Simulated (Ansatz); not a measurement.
## MnS in Ansatz: convergence with smearing width

Crystal: MnS.

```
Mn S
1.0
     0.00000    2.47346    2.47346
     2.47346    0.00000    2.47346
     2.47346    2.47346    0.00000
Mn S
1 1
Direct
  0.00000 0.00000 0.00000
  0.75000 0.75000 0.75000
```

The cell is a database's computed one.

```yaml
Program: Ansatz 0.2.0
Task: convergence study
Functional: r2SCAN
Potentials_or_basis: JTH PAW
Cutoff: "1290 eV (not typed: the program's choice for these potentials)"
k_mesh: 8 × 8 × 8
Occupations: cold, width 0.3 eV
Spin: collinear spin, ferromagnetic start
Starting_moments: "[4.0, 0.0] μB"
Hubbard_terms: Mn d U = 3 eV
```

These are the settings of the first run; the series varies smearing width, with any setting tied to it.

Hardware: 2 threads of Intel(R) Xeon(R) Processor @ 2.50GHz (Skylake/Cascade Lake) (shared host).

Problem. The values tried are 0.3 eV, 0.2 eV, 0.15 eV, 0.1 eV, 0.05 eV, 0.025 eV, 0.01 eV, 0.005 eV, loosest first. From which on does the absolute moment stay within 0.02 μB of the tightest run that finished?

Solution. From 0.05 eV on.

```csv
smearing width,"energy less the tightest run, at zero smearing (meV/atom)",pressure (GPa),absolute moment (μB),SCF cycles,CPU time (s),peak memory (GiB)
0.3 eV,-1.86,58.80,4.67,18,87,0.9
0.2 eV,-0.78,58.29,4.65,17,85,0.9
0.15 eV,-0.18,58.14,4.64,17,84,0.9
0.1 eV,0.18,57.75,4.62,20,100,0.9
0.05 eV,0.07,56.37,4.57,19,100,0.89
0.025 eV,-0.04,56.32,4.56,16,86,0.89
0.01 eV,-0.01,56.37,4.57,16,85,0.89
0.005 eV,0.00,56.37,4.57,16,89,0.89
```

Against the tightest run, the energy stays within 1 meV/atom from 0.2 eV on; the pressure stays within 0.1 GPa from 0.05 eV on. Narrower smearing needs a denser k mesh, so at a fixed mesh the narrowest width isn't the most accurate. The tightest run that finished is the yardstick and may itself not be fully converged.

Caveat, for the tightest run too: the magnetic or orbital state may not be the lowest; a pressure of tens of GPa on the cell as given is suspect, and the run, the potentials or the cell itself is likely at fault; a cell with one magnetic atom can't hold antiferromagnetic order, which such compounds often take. The state reached can hang on the start; a lower one may exist.
